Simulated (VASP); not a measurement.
# CaSe (Fm-3m) in VASP: notebook

The runs below take CaSe through single point, with r2SCAN.

Program: VASP 6.6.1. These are calculated values, not measurements. Logs are shortened: lines on timing, memory, paths and dates and some standing lists are left out, and cuts for length are marked.

### 1 The structure

Symmetry: Fm-3m, No. 225, cubic system. Conventional cell: a = 5.912 Å, b = 5.912 Å, c = 5.912 Å, α = 90.00°, β = 90.00°, γ = 90.00°. Se (site symmetry m-3m) has 6 Ca at 2.96 Å as nearest neighbours. Around Ca (site symmetry m-3m) lie 6 Se at 2.96 Å.

### 2 Single point, r2SCAN

INCAR

```
ADDGRID = F ; ALGO = Normal
EDIFF = 1E-6 ; ENCUT = 250
ISIF = 2 ; ISMEAR = 0
LASPH = T ; LCHARG = F
LMIXTAU = T ; LREAL = F
LWAVE = F ; METAGGA = R2SCAN
NBANDS = 15 ; NELM = 100
PREC = Accurate ; SIGMA = 0.05
```

KPOINTS

```
k-points
0
Gamma
  6 6 6
```

POSCAR

```
CaSe
1.0
    0.0000000000      2.9560000000      2.9560000000
    2.9560000000      0.0000000000      2.9560000000
    2.9560000000      2.9560000000      0.0000000000
Se Ca
1 1
Direct
    0.5137070000      0.4880300000      0.5023060000
    0.0084580000     -0.0027510000     -0.0091450000
```

Potentials or basis: VASP PAW PBE potentials, release 64 (Se, Ca_sv).

On the command line:

```
cat potpaw_PBE.64/Se/POTCAR potpaw_PBE.64/Ca_sv/POTCAR > POTCAR
mpirun -np 1 vasp_std > vasp.out
```

OUTCAR:

```text
EDIFF = 1E-6
   ENCUT = 250
   ISIF = 2
   ISMEAR = 0
   LASPH = T
   LREAL = F
   METAGGA = R2SCAN
   NELM = 100
   PREC = Accurate

 Found    112 irreducible k-points:

 Following reciprocal coordinates:
            Coordinates               Weight
  0.000000  0.000000  0.000000      1.000000
  0.166667  0.000000  0.000000      2.000000
  0.000000  0.166667  0.000000      2.000000
  0.000000  0.000000  0.166667      2.000000
  0.166667  0.166667  0.166667      2.000000
  0.333333  0.000000  0.000000      2.000000
   k-points           NKPTS =    112   k-points in BZ     NKDIM =    112   number of bands    NBANDS=     15
   number of dos      NEDOS =    301   number of ions     NIONS =      2
   total plane-waves  NPLWV =  13824
   dimension x,y,z NGX =    24 NGY =   24 NGZ =   24
   dimension x,y,z NGXF=    48 NGYF=   48 NGZF=   48
   ions per type =               1   1
   NGX,Y,Z   is equivalent  to a cutoff of   9.54,  9.54,  9.54 a.u.
   NGXF,Y,Z  is equivalent  to a cutoff of  19.09, 19.09, 19.09 a.u.
 SYSTEM =  unknown system
   PREC   = accura    normal or accurate (medium, high low for compatibility)
   ISTART =      0    job   : 0-new  1-cont  2-samecut
   ICHARG =      2    charge: 1-file 2-atom 10-const
   ISPIN  =      1    spin polarized calculation?
   LNONCOLLINEAR =      F non collinear calculations
   LSORBIT =      F    spin-orbit coupling
   LASPH  =      T    aspherical Exc in radial PAW
   ENCUT  =  250.0 eV  18.37 Ry    4.29 a.u.   5.39  5.39  5.39*2*pi/ulx,y,z
   NELM   =    100;   NELMIN=  2; NELMDL= -5     # of ELM steps
   EDIFF  = 0.1E-05   stopping-criterion for ELM
   LREAL  =      F    real-space projection
   EDIFFG = 0.1E-04   stopping-criterion for IOM
   NSW    =      0    number of steps for IOM
   IBRION =     -1    ionic relax: 0-MD 1-quasi-New 2-CG
   NFREE  =      0    steps in history (QN), initial steepest desc. (CG)
   ISIF   =      2    stress and relaxation
   ISYM   =      2    0-nonsym 1-usesym 2-fastsym
   POTIM  = 0.5000    time-step for ionic-motion
   TEBEG  =    0.0;   TEEND  =   0.0 temperature during run
   PSTRESS=    0.0 pullay stress
   NELECT =      16.0000    total number of electrons
   NUPDOWN=      -1.0000    fix difference up-down
   EMIN   =  10.00;   EMAX   =-10.00  energy-range for DOS
   EFERMI =   0.00;   METHOD = LEGACY
   ISMEAR =     0;   SIGMA  =   0.05  broadening in eV -4-tet -1-fermi 0-gaus
   EFERMI_NEDOS =   21; number of points for ismear=-14 and -15
   IALGO  =     38    algorithm
   IMIX   =      4    mixing-type and parameters
     AMIX     =   0.40;   BMIX     =  1.00
     AMIX_MAG =   1.60;   BMIX_MAG =  1.00
  volume/ion in A,a.u.               =      25.83       174.30
  Fermi-wavevector in a.u.,A,eV,Ry     =   1.107645  2.093145 16.692666  1.226876
  Thomas-Fermi vector in A             =   2.244161
   LORBIT       =      0    0 simple, 1 ext, 2 COOP (PROOUT), +10 PAW based schemes
   METAGGA = R2SCAN    functional components
   LHFCALC =     F    Hartree Fock is set to
   AEXX    =    0.0000 exact exchange contribution
   IVDW    =     0    specifies the selected vdW correction
   LEPSILON=     F    determine dielectric tensor
   LRPA    =     F    only Hartree local field effects (RPA)
 non-spin polarized calculation
 Gauss-broadening in eV      SIGMA  =   0.05
  energy-cutoff  :      250.00
  volume of cell :       51.66
 maximum number of plane-waves:       483
 NGX is ok and might be reduce to    24
   NGX = 11   NGY = 11   NGZ = 11

 number of electron      16.0000001 magnetization

 Free energy of the ion-electron system (eV)
  ---------------------------------------------------
  ext. energy  EPLUGINS =         0.00000000
  ---------------------------------------------------
  free energy    TOTEN  =       -25.99513224 eV

  energy without entropy =      -25.99513224  energy(sigma->0) =      -25.99513224

 E-fermi :   2.4646     XC(G=0):  -9.5871

 val. band max:        2.1936544892   @ k =   0.0000   0.0000   0.0000
 cond. band min:       4.6875314979   @ k =   0.5000   0.0000   0.5000
 fundamental gap:      2.4938770088
 Fermi energy:         2.4646059753

 k-point     1 :       0.0000    0.0000    0.0000
  band No.  band energies     occupation
      1     -39.0921      2.00000
      2     -19.2068      2.00000
      3     -19.2062      2.00000
      4     -19.2061      2.00000
      5     -10.0001      2.00000
      6       2.1918      2.00000
      7       2.1935      2.00000
      8       2.1937      2.00000
      9       6.3631      0.00000
     10       6.4312      0.00000
     11       6.4364      0.00000
     12       6.4378      0.00000
     13       7.0275      0.00000
     14       7.0376      0.00000
     15      12.6730      0.00000

 k-point     2 :       0.1667    0.0000    0.0000
  band No.  band energies     occupation
      1     -39.0906      2.00000
      2     -19.2363      2.00000
      3     -19.2084      2.00000
      4     -19.2080      2.00000
      5      -9.8340      2.00000
      6       1.0549      2.00000
      7       1.8154      2.00000
      8       1.8179      2.00000
      9       6.4098      0.00000
     10       6.7955      0.00000
     11       6.7964      0.00000
     12       7.6787      0.00000
     13       7.7374      0.00000
     14       7.8005      0.00000
     15      12.7321      0.00000

 k-point     3 :       0.0000    0.1667    0.0000
  band No.  band energies     occupation
      1     -39.0906      2.00000
      2     -19.2364      2.00000
      3     -19.2084      2.00000
      4     -19.2079      2.00000
      5      -9.8340      2.00000
      6       1.0556      2.00000
      7       1.8147      2.00000
      8       1.8167      2.00000
      9       6.4120      0.00000
     10       6.7954      0.00000
     11       6.7974      0.00000
     12       7.6876      0.00000
     13       7.7371      0.00000
     14       7.7903      0.00000
     15      12.7297      0.00000

 k-point     4 :       0.0000    0.0000    0.1667
  band No.  band energies     occupation
      1     -39.0906      2.00000
      2     -19.2364      2.00000
      3     -19.2083      2.00000
      4     -19.2080      2.00000
      5      -9.8341      2.00000
      6       1.0561      2.00000
      7       1.8148      2.00000
      8       1.8153      2.00000
      9       6.4136      0.00000
     10       6.7961      0.00000
     11       6.7977      0.00000
     12       7.6969      0.00000
     13       7.7359      0.00000
     14       7.7809      0.00000
     15      12.7278      0.00000

 k-point     5 :       0.1667    0.1667    0.1667
  band No.  band energies     occupation
      1     -39.0906      2.00000
      2     -19.2364      2.00000
      3     -19.2084      2.00000
      4     -19.2079      2.00000
      5      -9.8340      2.00000
      6       1.0552      2.00000
      7       1.8150      2.00000
      8       1.8174      2.00000
      9       6.4110      0.00000
     10       6.7951      0.00000
     11       6.7970      0.00000
     12       7.6829      0.00000
     13       7.7373      0.00000
     14       7.7957      0.00000
     15      12.7309      0.00000

 k-point     6 :       0.3333    0.0000    0.0000
  band No.  band energies     occupation
      1     -39.0872      2.00000
      2     -19.2950      2.00000
      3     -19.2119      2.00000
      4     -19.2116      2.00000
      5      -9.4732      2.00000
      6      -0.4616      2.00000
      7       1.2402      2.00000
      8       1.2419      2.00000
      9       6.7245      0.00000
     10       7.6577      0.00000
     11       7.6583      0.00000
     12       8.9818      0.00000
     13       9.2400      0.00000
     14       9.2483      0.00000
     15      12.3931      0.00000

 [... further k-points ...]
[... 5 lines left out ...]
  --------------------------------------------------------------------------------------
  -------------------------------------------------------------------------------------
  Total        0.2063905      0.2623079      0.2079980     -0.0016970      0.0030106     -0.0003034
  in kB        6.4011363      8.1353953      6.4509908     -0.0526306      0.0933738     -0.0094090
  external PRESSURE =       6.9958408 kB  Pullay stress =       0.0000000 kB

 VOLUME and BASIS-vectors are now :
 -----------------------------------------------------------------------------
  energy-cutoff  :      250.00
  volume of cell :       51.66
      direct lattice vectors                 reciprocal lattice vectors
     0.000000000  2.956000000  2.956000000    -0.169147497  0.169147497  0.169147497
     2.956000000  0.000000000  2.956000000     0.169147497 -0.169147497  0.169147497
     2.956000000  2.956000000  0.000000000     0.169147497  0.169147497 -0.169147497

 POSITION                                       TOTAL-FORCE (eV/Angst)
 -----------------------------------------------------------------------------------
      2.92743      3.00333      2.96113        -0.023420     -0.170238      0.040717
      5.87684      2.95397      2.97287         0.023420      0.170238     -0.040717
 -----------------------------------------------------------------------------------
    total drift:                                0.001194     -0.006019     -0.005370

  FREE ENERGIE OF THE ION-ELECTRON SYSTEM (eV)
  ---------------------------------------------------
  free  energy   TOTEN  =       -25.9951322380 eV

  energy  without entropy=      -25.9951322380  energy(sigma->0) =      -25.99513224
```

Run time: 87 s. Hardware: 1 thread of Intel Xeon Platinum 8488C (Sapphire Rapids), shared host; peak memory 0.16 GiB.

The run converged, but a check on its numbers failed (symmetry, net force, bounds or a known fault of this set-up), so they aren't taken as properties of the crystal.

Caveat: the cutoff lies under the usual one of these potentials, so the numbers hold a large basis-set error; the PAW data sets were made with another functional, which shifts forces and pressure a little.

### 3 Single point, r2SCAN

INCAR, as its differences from that of step 2:

```diff
@@ -1,3 +1,3 @@
 ADDGRID = F ; ALGO = Normal
-EDIFF = 1E-6 ; ENCUT = 250
+EDIFF = 1E-6 ; ENCUT = 300
 ISIF = 2 ; ISMEAR = 0
```

KPOINTS is that of step 2.

POSCAR

```
CaSe
1.0
    0.0000000000      2.9560000000      2.9560000000
    2.9560000000      0.0000000000      2.9560000000
    2.9560000000      2.9560000000      0.0000000000
Se Ca
1 1
Direct
    0.5000000000      0.5000000000      0.5000000000
    0.0000000000      0.0000000000      0.0000000000
```

Potentials or basis: VASP PAW PBE potentials, release 64 (Se, Ca_sv).

On the command line:

```
cat potpaw_PBE.64/Se/POTCAR potpaw_PBE.64/Ca_sv/POTCAR > POTCAR
mpirun -np 1 vasp_std > vasp.out
```

Run time: 29 s. Hardware: 1 thread of Intel Xeon Platinum 8488C (Sapphire Rapids), shared host; peak memory 0.13 GiB.

These settings aren't checked as converged: the numbers below hold their error.

Results:

```
Free energy            : -25.9820 eV
Band gap on the k mesh : 2.49 eV, indirect (least direct gap 3.44 eV)
```

Caveat: the cutoff is under 1.25 times the usual one of these potentials, so pressure, stress and relaxed cells hold a basis-set (Pulay) error; the PAW data sets were made with another functional, which shifts forces and pressure a little.

### 4 Single point, r2SCAN

INCAR is that of step 3.

KPOINTS is that of step 3.

POSCAR

```
CaSe
1.0
    0.0000000000      2.9560000000      2.9560000000
    2.9560000000      0.0000000000      2.9560000000
    2.9560000000      2.9560000000      0.0000000000
Se Ca
1 1
Direct
    0.5137070000      0.4880300000      0.5023060000
    0.0084580000     -0.0027510000     -0.0091450000
```

On the command line:

```
cat potpaw_PBE.64/Se/POTCAR potpaw_PBE.64/Ca_sv/POTCAR > POTCAR
mpirun -np 1 vasp_std > vasp.out
```

It took 81 s on 1 thread of Intel Xeon Platinum 8488C (Sapphire Rapids), shared host; peak memory 0.17 GiB.

These settings aren't checked as converged: the numbers below hold their error.

What came out:

| Property | Result |
| --- | --- |
| Free energy | -25.9772 eV |
| Largest force | 0.176 eV/Å |
| Band gap on the k mesh | 2.50 eV, indirect (least direct gap 3.44 eV) |

Caveat: the cutoff is under 1.25 times the usual one of these potentials, so pressure, stress and relaxed cells hold a basis-set (Pulay) error; the PAW data sets were made with another functional, which shifts forces and pressure a little.

### 5 Single point, r2SCAN

INCAR, as its differences from that of step 4:

```diff
@@ -1,3 +1,3 @@
 ADDGRID = F ; ALGO = Normal
-EDIFF = 1E-6 ; ENCUT = 300
+EDIFF = 1E-6 ; ENCUT = 700
 ISIF = 2 ; ISMEAR = 0
```

KPOINTS

```
k-points
0
Gamma
  4 4 4
```

POSCAR

```
CaSe
1.0
    0.0000000000      2.9560000000      2.9560000000
    2.9560000000      0.0000000000      2.9560000000
    2.9560000000      2.9560000000      0.0000000000
Se Ca
1 1
Direct
    0.5000000000      0.5000000000      0.5000000000
    0.0000000000      0.0000000000      0.0000000000
```

On the command line:

```
cat potpaw_PBE.64/Se/POTCAR potpaw_PBE.64/Ca_sv/POTCAR > POTCAR
mpirun -np 1 vasp_std > vasp.out
```

It took 45 s on 1 thread of Intel Xeon Platinum 8488C (Sapphire Rapids), shared host; peak memory 0.21 GiB.

These settings aren't checked as converged: the numbers below hold their error.

Results:

```yaml
Free_energy: -25.9673 eV
Pressure: 1.0 GPa
Band_gap_on_the_k_mesh: 2.48 eV, indirect (least direct gap 3.43 eV)
```

Caveat: the k mesh is coarse (spacing up to 0.46 Å⁻¹), so the values aren't converged; the PAW data sets were made with another functional, which shifts forces and pressure a little.
